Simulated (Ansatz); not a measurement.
Crystal: I.

```
CELL_PARAMETERS angstrom
0.00000 2.36560 3.90984
2.19225 0.00000 3.90984
2.19225 2.36560 0.00000
ATOMIC_POSITIONS crystal
I 0.00000 0.00000 0.00000
```

Base run:

```yaml
Program: Ansatz 0.2.0
Functional: PBE0
Potentials_or_basis: all-electron PAW datasets made for the crystal
Cutoff: 290 eV (chosen from the basis error)
k_mesh: 6 × 6 × 6
Occupations: fermi-dirac, width 0.05 eV
Spin: no spin polarisation
```

Its results: band gap on the k mesh none (metal or under the smearing width); pressure -0.7 GPa.

**Question.** The run is repeated on the same cell with these changes: functional from PBE0 to PBEsol; cutoff from 290 eV (chosen from the basis error) to 140 eV (chosen from the basis error). What comes out?

**Answer.** Band gap on the k mesh none (metal or under the smearing width); pressure -1.2 GPa.

Caveats: the k mesh is thin for a metal, which can move the energy by tens of meV per atom; an odd number of electrons without spin polarisation forces a metal; a magnetic or distorted state may lie lower.

The runs don't all hold the same shells in valence.
